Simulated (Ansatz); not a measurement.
Single point in Ansatz 0.2.0 with HSE06, collinear spin. Cutoff 420 eV, PAW datasets, 4×4×4 Γ-centred k mesh, gaussian filling (width 0.2415 eV).

Computed maps in the lattice plane spanned by b (left to right, 4.75 Å, 14 points from zero) and c (bottom to top, 5.09 Å, 15 points from zero), 90° apart, at height 0.500 along a. The fields are smooth PAW ones with compensation charges, not the true ones near nuclei.

Valence density. Digits on a logarithmic scale: 0 up to 0.03 e/Å³, each further digit a factor of 1.6, 9 from 1.3 e/Å³ up:
```
22123577753212
54322345432234
77643233323467
99864355534689
79975699965799
09976999996799
99866999996689
88755899985578
65434589854345
33224577754223
00135789875310
00136899986310
00146990996410
00136997996310
00135799975310
```

Question: The cell is TiHgCl₃. Which atoms lie within 0.2 Å of this plane, and where (fractions of b and c)?

Answer: Ti at (0.50, 0.54), Cl at (0.50, 0.12), Cl at (0.00, 0.62). The whole cell:
```xyz
5
Lattice="4.7491 0.0000 0.0000 0.0000 4.7491 0.0000 0.0000 0.0000 5.0856" Properties=species:S:1:pos:R:3 pbc="T T T"
Hg    0.0000    0.0000    0.0000
Ti    2.3745    2.3745    2.7462
Cl    2.3745    2.3745    0.6001
Cl    2.3745    0.0000    3.1582
Cl    0.0000    2.3745    3.1582
```

Magnetic state (reached from a saved solution, and it need not be the lowest): Ti2 up.

Origin: a known structure type with other elements, at an estimated volume, so it need not be a known compound. Caveats: wide smearing.
